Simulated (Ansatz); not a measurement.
**CdF2 in Ansatz: the effect of functional**

The system is CdF2.

```
Cd F
1.0
     0.00000    2.69400    2.69400
     2.69400    0.00000    2.69400
     2.69400    2.69400    0.00000
Cd F
1 2
Direct
  0.00000 0.00000 0.00000
  0.75000 0.75000 0.75000
  0.25000 0.25000 0.25000
```

Alike in all runs:

- Program: Ansatz 0.2.0
- Task: band structure
- Potentials or basis: Ansatz PAW
- k mesh: 5 × 5 × 5
- Occupations: fermi-dirac, width 0.05 eV
- Spin: no spin polarisation

```tsv
functional	cutoff	gap on the mesh (eV)	pressure (GPa)
LDA	420 eV (not typed: the program's choice for these potentials)	?	?
PBE	420 eV (not typed: the program's choice for these potentials)	3.18	5.5
PBEsol	420 eV (not typed: the program's choice for these potentials)	3.02	-0.2
RPBE	420 eV (not typed: the program's choice for these potentials)	3.39	10.3
revPBE	420 eV (not typed: the program's choice for these potentials)	3.34	9.0
BLYP	420 eV (not typed: the program's choice for these potentials)	3.23	8.6
r2SCAN	500 eV (not typed: the program's choice for these potentials)	3.88	0.0
HSE06	420 eV (not typed: the program's choice for these potentials)	5.30	1.8
PBE0	420 eV (not typed: the program's choice for these potentials)	6.05	1.5
r2SCAN0	500 eV (not typed: the program's choice for these potentials)	6.52	-1.9
```

Question: What does the run with functional LDA give?

Answer: gap on the mesh 2.89 eV; pressure -5.7 GPa.

Caveats: the k mesh misses the band edges, so the gap on the mesh is wider than the one along the path; the PAW data sets come from PBE, with cores solved anew for the run's functional, which leaves a small shift of forces and pressure (some runs); the thresholds are loose for stress (some runs).
